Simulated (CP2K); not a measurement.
# BN (P6_3/mmc) in CP2K: further runs

The runs below take BN through band structure, with PBE, LDA, BEEF-vdW, BLYP.

All numbers are computed with CP2K 2026.2; they aren't measurements. Logs are shortened: lines on timing, memory, paths and dates and some standing lists are left out, and cuts for length are marked.

## (1) The crystal as given

The structure is hexagonal, space group P6_3/mmc (No. 194). The conventional cell has a = 2.498 Å, b = 2.498 Å, c = 6.636 Å, α = 90.00°, β = 90.00°, γ = 120.00°. N (site symmetry -6m2) is surrounded by 3 B at 1.44 Å. B (site symmetry -6m2) is surrounded by 3 N at 1.44 Å.

## (2) Band structure, PBE

The input, bn_bands.inp:

```
&GLOBAL
  PROJECT bn_bands
  RUN_TYPE ENERGY_FORCE
  PRINT_LEVEL LOW
&END GLOBAL
&FORCE_EVAL
  METHOD QS
  STRESS_TENSOR ANALYTICAL
  &DFT
    BASIS_SET_FILE_NAME BASIS_MOLOPT_UZH
    POTENTIAL_FILE_NAME POTENTIAL_UZH
    &MGRID
      CUTOFF 675
      REL_CUTOFF 60
      NGRIDS 4
    &END MGRID
    &QS
      METHOD GPW
      EPS_DEFAULT 1.0E-9
    &END QS
    &KPOINTS
      SCHEME MONKHORST-PACK 12 12 4
      GAMMA_CENTERED T
      SYMMETRY T
      SYMMETRY_BACKEND SPGLIB
    &END KPOINTS
    &SCF
      SCF_GUESS ATOMIC
      EPS_SCF 1.0E-6
      MAX_SCF 100
      ADDED_MOS 14
      CHOLESKY OFF
      EPS_EIGVAL 1.0E-7
      &DIAGONALIZATION ON
        ALGORITHM STANDARD
      &END DIAGONALIZATION
      &MIXING ON
        METHOD BROYDEN_MIXING
        ALPHA 0.4
        BETA 1.5
        NBUFFER 8
      &END MIXING
      &SMEAR ON
        METHOD FERMI_DIRAC
        ELECTRONIC_TEMPERATURE [K] 580.226
      &END SMEAR
    &END SCF
    &XC
      &XC_FUNCTIONAL PBE
      &END XC_FUNCTIONAL
    &END XC
    &PRINT
      &KPOINTS ON
      &END KPOINTS
      &MULLIKEN ON
      &END MULLIKEN
      &MO ON
        ENERGIES T
        OCCUPATION_NUMBERS T
        &EACH
          QS_SCF 0
        &END EACH
        ADD_LAST NUMERIC
      &END MO
      &BAND_STRUCTURE
        FILE_NAME bands.bs
        ADDED_MOS 2
        &KPOINT_SET
          UNITS B_VECTOR
          NPOINTS 10
          SPECIAL_POINT GAMMA 0.00000000 0.00000000 0.00000000
          SPECIAL_POINT M 0.50000000 0.00000000 0.00000000
          SPECIAL_POINT K 0.33333333 0.33333333 0.00000000
          SPECIAL_POINT GAMMA 0.00000000 0.00000000 0.00000000
          SPECIAL_POINT A 0.00000000 0.00000000 0.50000000
          SPECIAL_POINT L 0.50000000 0.00000000 0.50000000
          SPECIAL_POINT H 0.33333333 0.33333333 0.50000000
          SPECIAL_POINT A 0.00000000 0.00000000 0.50000000
        &END KPOINT_SET
        &KPOINT_SET
          UNITS B_VECTOR
          NPOINTS 10
          SPECIAL_POINT L 0.50000000 0.00000000 0.50000000
          SPECIAL_POINT M 0.50000000 0.00000000 0.00000000
        &END KPOINT_SET
        &KPOINT_SET
          UNITS B_VECTOR
          NPOINTS 10
          SPECIAL_POINT K 0.33333333 0.33333333 0.00000000
          SPECIAL_POINT H 0.33333333 0.33333333 0.50000000
        &END KPOINT_SET
      &END BAND_STRUCTURE
    &END PRINT
  &END DFT
  &SUBSYS
    &CELL
      A 2.4982400000 0.0000000000 0.0000000000
      B -1.2491200000 2.1635393048 0.0000000000
      C 0.0000000000 0.0000000000 6.6357000000
      PERIODIC XYZ
    &END CELL
    &COORD
      SCALED
      N   0.6666666667 0.3333333333 0.2500000000
      N   0.3333333333 0.6666666667 0.7500000000
      B   0.6666666667 0.3333333333 0.7500000000
      B   0.3333333333 0.6666666667 0.2500000000
    &END COORD
    &KIND N
      BASIS_SET TZVP-MOLOPT-PBE-GTH-q5
      POTENTIAL GTH-PBE-q5
    &END KIND
    &KIND B
      BASIS_SET TZVP-MOLOPT-PBE-GTH-q3
      POTENTIAL GTH-PBE-q3
    &END KIND
    &PRINT
      &ATOMIC_COORDINATES ON
      &END ATOMIC_COORDINATES
      &CELL ON
      &END CELL
      &SYMMETRY ON
      &END SYMMETRY
    &END PRINT
  &END SUBSYS
  &PRINT
    &FORCES ON
    &END FORCES
    &STRESS_TENSOR ON
    &END STRESS_TENSOR
  &END PRINT
&END FORCE_EVAL
```

Potentials or basis: POTENTIAL_UZH N GTH-PBE-q5, B GTH-PBE-q3; TZVP-MOLOPT-PBE-GTH basis.

Run with:

```bash
$ OMP_NUM_THREADS=1 mpirun -n 4 cp2k.psmp -i bn_bands.inp -o bn_bands.out
```

bn_bands.out:

```text

 CP2K| version string:                                       CP2K version 2026.2
 CP2K| Input file name                                              bn_bands.inp

 GLOBAL| Force Environment number                                              1
 GLOBAL| Basis set file name                                    BASIS_MOLOPT_UZH
 GLOBAL| Potential file name                                       POTENTIAL_UZH
 GLOBAL| MM Potential file name                                     MM_POTENTIAL
 GLOBAL| Coordinate file name                                      __STD_INPUT__
 GLOBAL| Method name                                                        CP2K
 GLOBAL| Project name                                                   bn_bands
 GLOBAL| Run type                                                   ENERGY_FORCE
 GLOBAL| FFT library                                                       FFTW3
 GLOBAL| Diagonalization library                                       ScaLAPACK
 GLOBAL| Cholesky decomposition library                                ScaLAPACK
 GLOBAL| DGEMM library                                                      BLAS
 GLOBAL| Direct generalized diagonalization requested                          F
 GLOBAL| Matrix multiplication library                                 ScaLAPACK
 GLOBAL| Global print level                                                  LOW
 GLOBAL| Total number of message passing processes                             4
 GLOBAL| Number of threads for this process                                    1
 GLOBAL| CPU model name                                                  UNKNOWN

 CELL| Volume [angstrom^3]:                                            35.866227
 CELL| Vector a [angstrom]:       2.498     0.000     0.000   |a| =     2.498240
 CELL| Vector b [angstrom]:      -1.249     2.164     0.000   |b| =     2.498240
 CELL| Vector c [angstrom]:       0.000     0.000     6.636   |c| =     6.635700
 CELL| Angle (b,c), alpha [degree]:                                    90.000000
 CELL| Angle (a,c), beta  [degree]:                                    90.000000
 CELL| Angle (a,b), gamma [degree]:                                   120.000000
 CELL| Numerically orthorhombic:                                              NO
 CELL| Periodicity                                                           XYZ

 CELL_REF| Volume [angstrom^3]:                                        35.866227
 CELL_REF| Vector a [angstrom     2.498     0.000     0.000   |a| =     2.498240
 CELL_REF| Vector b [angstrom    -1.249     2.164     0.000   |b| =     2.498240
 CELL_REF| Vector c [angstrom     0.000     0.000     6.636   |c| =     6.635700
 CELL_REF| Angle (b,c), alpha [degree]:                                90.000000
 CELL_REF| Angle (a,c), beta  [degree]:                                90.000000
 CELL_REF| Angle (a,b), gamma [degree]:                               120.000000
 CELL_REF| Numerically orthorhombic:                                          NO
 CELL_REF| Periodicity                                                       XYZ
[... 9 lines left out ...]
 TOTAL NUMBERS AND MAXIMUM NUMBERS

  Total number of            - Atomic kinds:                                   2
                             - Atoms:                                          4
                             - Shell sets:                                     4
[... 149 lines left out ...]

 MO| EIGENVALUES AND OCCUPATION NUMBERS FOR K POINT 1
 MO|
 MO|  Index      Eigenvalue [a.u.]        Eigenvalue [eV]             Occupation
 MO|      1              -0.401684             -10.930389               2.000000
 MO|      2              -0.400111             -10.887574               2.000000
 MO|      3              -0.191052              -5.198784               2.000000
 MO|      4              -0.189039              -5.144025               2.000000
 MO|      5              -0.077299              -2.103417               2.000000
 MO|      6              -0.075336              -2.049997               2.000000
[... 391 lines left out ...]
 MO|     21               0.984166              26.780511               0.000000
 MO|     22               1.090213              29.666212               0.000000
 MO| Sum:                                                              16.000000
 MO| E(Fermi):            0.221066 a.u.          6.015522 eV
 MO| Band gap:            0.259668 a.u.          7.065936 eV

 [... the levels of further k-points ...]

 !-----------------------------------------------------------------------------!
                     Mulliken Population Analysis

 #  Atom  Element  Kind  Atomic population                           Net charge
       1     N        1          5.531688                             -0.531688
       2     N        1          5.531688                             -0.531688
       3     B        2          2.468312                              0.531688
       4     B        2          2.468312                              0.531688
 # Total charge                             16.000000                 -0.000000

 !-----------------------------------------------------------------------------!

 KPOINTS| Band Structure Calculation
 KPOINTS| Number of k-point sets                                               3
 KPOINTS| Number of added MOs/bands                                            2
 KPOINTS| Number of k-points in set    1                                      71
 KPOINTS| In units of b-vector [2pi/Bohr]
 KPOINTS| Special point     1       GAMMA     0.000000     0.000000     0.000000
 KPOINTS| Special point     2           M     0.500000     0.000000     0.000000
 KPOINTS| Special point     3           K     0.333333     0.333333     0.000000
 KPOINTS| Special point     4       GAMMA     0.000000     0.000000     0.000000
 KPOINTS| Special point     5           A     0.000000     0.000000     0.500000
 KPOINTS| Special point     6           L     0.500000     0.000000     0.500000
 KPOINTS| Special point     7           H     0.333333     0.333333     0.500000
 KPOINTS| Special point     8           A     0.000000     0.000000     0.500000
 KPOINTS| Number of k-points in set    2                                      11
 KPOINTS| In units of b-vector [2pi/Bohr]
 KPOINTS| Special point     1           L     0.500000     0.000000     0.500000
 KPOINTS| Special point     2           M     0.500000     0.000000     0.000000
 KPOINTS| Number of k-points in set    3                                      11
 KPOINTS| In units of b-vector [2pi/Bohr]
 KPOINTS| Special point     1           K     0.333333     0.333333     0.000000
 KPOINTS| Special point     2           H     0.333333     0.333333     0.500000

 ENERGY| Total FORCE_EVAL ( QS ) energy [hartree]            -25.753587988627253

 FORCES| Atomic forces [hartree/bohr]
 FORCES|   Atom     x               y               z               |f|
 FORCES|      1 -3.40466648E-08  4.04785735E-08  1.15010558E-08   5.41291472E-08
 FORCES|      2  3.40466634E-08 -4.04785731E-08 -1.15010552E-08   5.41291459E-08
 FORCES|      3  5.03021597E-09  6.65941424E-08  8.73967301E-09   6.73532832E-08
 FORCES|      4 -5.03021715E-09 -6.65941439E-08 -8.73967476E-09   6.73532850E-08
 FORCES| Sum    -2.57504242E-15 -1.12596513E-15 -1.10767515E-15
 FORCES| Total atomic force                                       3.02085835E-15

 STRESS| Analytical stress tensor [bar]
 STRESS|                        x                   y                   z
 STRESS|      x        6.35145732433E+04  -2.36181063573E-01  -6.96377888523E-03
 STRESS|      y       -2.36181063573E-01   6.35135340390E+04  -3.76170479967E-03
 STRESS|      z       -6.96377888523E-03  -3.76170479967E-03   3.00596174158E+04
 STRESS| 1/3 Trace                                             5.23625748994E+04
 STRESS| Determinant                                           1.21261549031E+14

 STRESS| Eigenvectors and eigenvalues of the analytical stress tensor [bar]
 STRESS|                        1                   2                   3
 STRESS| Eigenvalues   3.00596174158E+04   6.35134828803E+04   6.35146244020E+04
 STRESS|      x           0.000000208155      0.211698339162      0.977335056772
 STRESS|      y           0.000000112446      0.977335056772     -0.211698339162
 STRESS|      z           1.000000000000     -0.000000153963     -0.000000179632
```

Run time: 19 s. Hardware: 4 MPI ranks of Arm Neoverse V1, shared host.

Results:

| Item | Value |
| --- | --- |
| Free energy | -700.7908 eV |
| Pressure | 5.2 GPa |
| Band gap on the k mesh | 4.30 eV, indirect (least direct gap 4.65 eV) |
| Band gap along the path | 4.25 eV, indirect (least direct gap 4.65 eV) |
| Mulliken charges | N -0.53; B +0.53 e |

Levels at the corners of the path, in eV from the valence-band top:
| point | band 6 | band 7 | band 8 | band 9 | band 10 | band 11 |
| --- | --- | --- | --- | --- | --- | --- |
| Γ | -1.47 | -1.44 | -1.44 | 5.50 | 10.33 | 11.44 |
| M | -4.23 | -1.49 | -0.48 | 4.25 | 5.62 | 9.59 |
| K | -7.27 | -0.12 | -0.12 | 4.82 | 4.82 | 13.34 |
| Γ | -1.47 | -1.44 | -1.44 | 5.50 | 10.33 | 11.44 |
| A | -1.45 | -1.45 | -1.45 | 7.69 | 7.69 | 11.50 |
| L | -4.27 | -0.96 | -0.96 | 4.72 | 4.72 | 10.00 |
| H | -7.27 | -0.04 | -0.04 | 4.61 | 4.61 | 12.64 |
| A | -1.45 | -1.45 | -1.45 | 7.69 | 7.69 | 11.50 |
| L | -4.27 | -0.96 | -0.96 | 4.72 | 4.72 | 10.00 |
| M | -4.23 | -1.49 | -0.48 | 4.25 | 5.62 | 9.59 |
| K | -7.27 | -0.12 | -0.12 | 4.82 | 4.82 | 13.34 |
| H | -7.27 | -0.04 | -0.04 | 4.61 | 4.61 | 12.64 |

Caveat: Mulliken charges move with the basis; this functional lacks dispersion, which binds the layers, so the pressure and a relaxed spacing across them are unreliable; the basis of atomic orbitals isn't converged, which shifts pressures, moduli and gaps.

## (3) Band structure, LDA

Edit bn_bands.inp of step 2 so:

```diff
@@ -48,3 +48,7 @@
     &XC
-      &XC_FUNCTIONAL PBE
+      &XC_FUNCTIONAL
+        &LDA_X
+        &END LDA_X
+        &LDA_C_PW
+        &END LDA_C_PW
       &END XC_FUNCTIONAL
```

Potentials or basis: POTENTIAL_UZH N GTH-PBE-q5, B GTH-PBE-q3; TZVP-MOLOPT-PBE-GTH basis.

Run with:

```bash
$ OMP_NUM_THREADS=1 mpirun -n 4 cp2k.psmp -i bn_bands.inp -o bn_bands.out
```

Run time: 19 s. Hardware: 4 MPI ranks of Arm Neoverse V1, shared host.

The run converged. Its results:

```
Free energy             : -698.6929 eV
Pressure                : 3.8 GPa
Band gap on the k mesh  : 4.09 eV, indirect (least direct gap 4.52 eV)
Band gap along the path : 4.04 eV, indirect (least direct gap 4.52 eV)
Mulliken charges        : N -0.63; B +0.63 e
```

Stress tensor (GPa, compression positive):
```
 5.98  0.00  0.00
 0.00  5.98  0.00
 0.00  0.00 -0.56
```

Levels at the corners of the path, in eV from the valence-band top:
| point | band 6 | band 7 | band 8 | band 9 | band 10 | band 11 |
| --- | --- | --- | --- | --- | --- | --- |
| Γ | -1.44 | -1.40 | -1.40 | 5.04 | 10.08 | 11.39 |
| M | -4.22 | -1.55 | -0.48 | 4.04 | 5.52 | 9.40 |
| K | -7.26 | -0.14 | -0.14 | 4.72 | 4.72 | 13.08 |
| Γ | -1.44 | -1.40 | -1.40 | 5.04 | 10.08 | 11.39 |
| A | -1.42 | -1.42 | -1.42 | 7.32 | 7.32 | 11.46 |
| L | -4.25 | -1.00 | -1.00 | 4.53 | 4.53 | 9.88 |
| H | -7.26 | -0.05 | -0.05 | 4.48 | 4.48 | 12.09 |
| A | -1.42 | -1.42 | -1.42 | 7.32 | 7.32 | 11.46 |
| L | -4.25 | -1.00 | -1.00 | 4.53 | 4.53 | 9.88 |
| M | -4.22 | -1.55 | -0.48 | 4.04 | 5.52 | 9.40 |
| K | -7.26 | -0.14 | -0.14 | 4.72 | 4.72 | 13.08 |
| H | -7.26 | -0.05 | -0.05 | 4.48 | 4.48 | 12.09 |

Caveat: Mulliken charges move with the basis; the potentials were made for another functional, which shifts forces and pressure; the basis of atomic orbitals isn't converged, which shifts pressures, moduli and gaps.

## (4) Band structure, BEEF-vdW

Edit bn_bands.inp of step 3 so:

```diff
@@ -48,8 +48,12 @@
     &XC
-      &XC_FUNCTIONAL
-        &LDA_X
-        &END LDA_X
-        &LDA_C_PW
-        &END LDA_C_PW
+      &XC_FUNCTIONAL BEEFVDW
       &END XC_FUNCTIONAL
+      &VDW_POTENTIAL
+        POTENTIAL_TYPE NON_LOCAL
+        &NON_LOCAL
+          TYPE LMKLL
+          KERNEL_FILE_NAME vdW_kernel_table.dat
+          CUTOFF 300
+        &END NON_LOCAL
+      &END VDW_POTENTIAL
     &END XC
```

Run with:

```bash
$ OMP_NUM_THREADS=1 mpirun -n 4 cp2k.psmp -i bn_bands.inp -o bn_bands.out
```

It took 27 s on 4 MPI ranks of Arm Neoverse V1, shared host.

It converged, with:

```yaml
Free_energy: -708.1984 eV
Pressure: 1.4 GPa
Band_gap_on_the_k_mesh: 4.50 eV, indirect (least direct gap 4.81 eV)
Band_gap_along_the_path: 4.46 eV, indirect (least direct gap 4.81 eV)
Mulliken_charges: N -0.35; B +0.35 e
```

Forces in eV/Å, atoms in the order of the input:
```
N    0.001  0.000  0.000
N   -0.001  0.000  0.000
B    0.003 -0.001  0.000
B   -0.003  0.001  0.000
```

Stress tensor (GPa, compression positive):
```
1.11 0.00 0.00
0.00 1.11 0.00
0.00 0.00 2.03
```

Levels at the corners of the path, in eV from the valence-band top:
```
point  band 6  band 7  band 8  band 9  band 10  band 11
    Γ   -1.54   -1.50   -1.50    5.73    10.45    11.52
    M   -4.27   -1.44   -0.46    4.46     5.76     9.75
    K   -7.27   -0.11   -0.11    4.98     4.98    13.46
    Γ   -1.54   -1.50   -1.50    5.73    10.45    11.52
    A   -1.52   -1.52   -1.52    7.87     7.87    11.58
    L   -4.30   -0.93   -0.93    4.90     4.90    10.16
    H   -7.28   -0.04   -0.04    4.77     4.77    13.03
    A   -1.52   -1.52   -1.52    7.87     7.87    11.58
    L   -4.30   -0.93   -0.93    4.90     4.90    10.16
    M   -4.27   -1.44   -0.46    4.46     5.76     9.75
    K   -7.27   -0.11   -0.11    4.98     4.98    13.46
    H   -7.28   -0.04   -0.04    4.77     4.77    13.03
```

Caveat: Mulliken charges move with the basis; the potentials were made for another functional, which shifts forces and pressure; the basis of atomic orbitals isn't converged, which shifts pressures, moduli and gaps.

## (5) Band structure, BLYP

Edit bn_bands.inp of step 4 so:

```diff
@@ -48,12 +48,4 @@
     &XC
-      &XC_FUNCTIONAL BEEFVDW
+      &XC_FUNCTIONAL BLYP
       &END XC_FUNCTIONAL
-      &VDW_POTENTIAL
-        POTENTIAL_TYPE NON_LOCAL
-        &NON_LOCAL
-          TYPE LMKLL
-          KERNEL_FILE_NAME vdW_kernel_table.dat
-          CUTOFF 300
-        &END NON_LOCAL
-      &END VDW_POTENTIAL
     &END XC
```

Run with:

```bash
$ OMP_NUM_THREADS=1 mpirun -n 4 cp2k.psmp -i bn_bands.inp -o bn_bands.out
```

Run time: 19 s. Hardware: 4 MPI ranks of Arm Neoverse V1, shared host.

Results (log left out):

```yaml
Free_energy: -698.0797 eV
Pressure: 7.8 GPa
Band_gap_on_the_k_mesh: 4.44 eV, indirect (least direct gap 4.79 eV)
Band_gap_along_the_path: 4.39 eV, indirect (least direct gap 4.79 eV)
Mulliken_charges: N -0.45; B +0.45 e
```

Stress tensor (GPa, compression positive):
```
9.29 0.00 0.00
0.00 9.29 0.00
0.00 0.00 4.71
```

Levels at the corners of the path, in eV from the valence-band top:
```
point  band 5  band 6  band 7  band 8  band 9  band 10  band 11  band 12
    Γ   -1.57   -1.57   -1.53   -1.53    5.53    10.37    11.53    11.53
    M   -4.35   -4.28   -1.47   -0.46    4.39     5.73     9.67    10.17
    K   -7.27   -7.27   -0.12   -0.12    4.96     4.96    13.34    13.34
    Γ   -1.57   -1.57   -1.53   -1.53    5.53    10.37    11.53    11.53
    A   -1.55   -1.55   -1.55   -1.55    7.72     7.72    11.60    11.60
    L   -4.32   -4.32   -0.95   -0.95    4.84     4.84    10.12    10.12
    H   -7.28   -7.28   -0.04   -0.04    4.75     4.75    12.78    12.78
    A   -1.55   -1.55   -1.55   -1.55    7.72     7.72    11.60    11.60
    L   -4.32   -4.32   -0.95   -0.95    4.84     4.84    10.12    10.12
    M   -4.35   -4.28   -1.47   -0.46    4.39     5.73     9.67    10.17
    K   -7.27   -7.27   -0.12   -0.12    4.96     4.96    13.34    13.34
    H   -7.28   -7.28   -0.04   -0.04    4.75     4.75    12.78    12.78
```

Caveat: Mulliken charges move with the basis; the potentials were made for another functional, which shifts forces and pressure; this functional lacks dispersion, which binds the layers, so the pressure and a relaxed spacing across them are unreliable; the basis of atomic orbitals isn't converged, which shifts pressures, moduli and gaps. BLYP gaps usually lie below the measured ones, often by a third to a half.

## (6) Overview

```tsv
level	cutoff of the non-local correlation (Ry)	gap on the mesh (eV)	pressure (GPa)
PBE	-	4.30	5.2
LDA	-	4.09	3.8
BEEF-vdW	300	4.50	1.4
BLYP	-	4.44	7.8
```

Alike in all rows: task band structure; potentials or basis POTENTIAL_UZH N GTH-PBE-q5, B GTH-PBE-q3; TZVP-MOLOPT-PBE-GTH basis; no spin polarisation; cell as given; k mesh 12 × 12 × 4; smearing fermi-dirac 0.05 eV.

Caveats: the basis of atomic orbitals isn't converged, which shifts pressures, moduli and gaps; the potentials were made for another functional, which shifts forces and pressure (some runs); this functional lacks dispersion, which binds the layers, so the pressure and a relaxed spacing across them are unreliable (some runs).

Absolute energies hang on the potentials; compare differences alone.
